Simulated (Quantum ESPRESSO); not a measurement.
Crystal: MnS.

```
CELL_PARAMETERS angstrom
0.00000 2.47346 2.47346
2.47346 0.00000 2.47346
2.47346 2.47346 0.00000
ATOMIC_POSITIONS crystal
Mn 0.00000 0.00000 0.00000
S 0.75000 0.75000 0.75000
```

The cell is a database's computed one.

Base run:

| Quantity | Value |
| --- | --- |
| Program | Quantum ESPRESSO 7.5 |
| Functional | PBE |
| Potentials or basis | PseudoDojo 0.5 SR PBE stringent |
| Cutoff | 1769 eV |
| Density cutoff | 7075 eV |
| k mesh | 9 × 9 × 9 |
| Occupations | fermi-dirac, width 0.05 eV |
| Spin | collinear spin, ferromagnetic start |
| Starting moments | [4.0, 0.0] μB |

Its results: band gap on the k mesh none (metal or under the smearing width); pressure 2.8 GPa; net moment 0.25 μB per cell; site moments Mn +0.22; S -0.00 μB.

Question: After a change of settings the same cell gave: band gap on the k mesh none (metal or under the smearing width); pressure 4.3 GPa; net moment -0.23 μB per cell; site moments Mn -0.20; S +0.00 μB. Which change was it?
A. potentials or basis from PseudoDojo 0.5 SR PBE stringent to JTH 2.0 PBE; cutoff from 1769 eV to 735 eV; density cutoff from 7075 eV to 4408 eV
B. potentials or basis from PseudoDojo 0.5 SR PBE stringent to PseudoDojo 0.4 SR PBE stringent
C. potentials or basis from PseudoDojo 0.5 SR PBE stringent to PseudoDojo 0.4.1 SR PBE standard; cutoff from 1769 eV to 1306 eV; density cutoff from 7075 eV to 5225 eV
D. potentials or basis from PseudoDojo 0.5 SR PBE stringent to SG15 PBE 1.2; cutoff from 1769 eV to 952 eV; density cutoff from 7075 eV to 3810 eV; k mesh from 9 × 9 × 9 to 5 × 5 × 5

Answer: A.

Caveats: the moment fell far below its start of 4 μB, so a state of higher moment may lie lower in energy; semilocal functionals often make such compounds metallic where correlation or magnetic order opens a gap, which also shifts bond lengths.
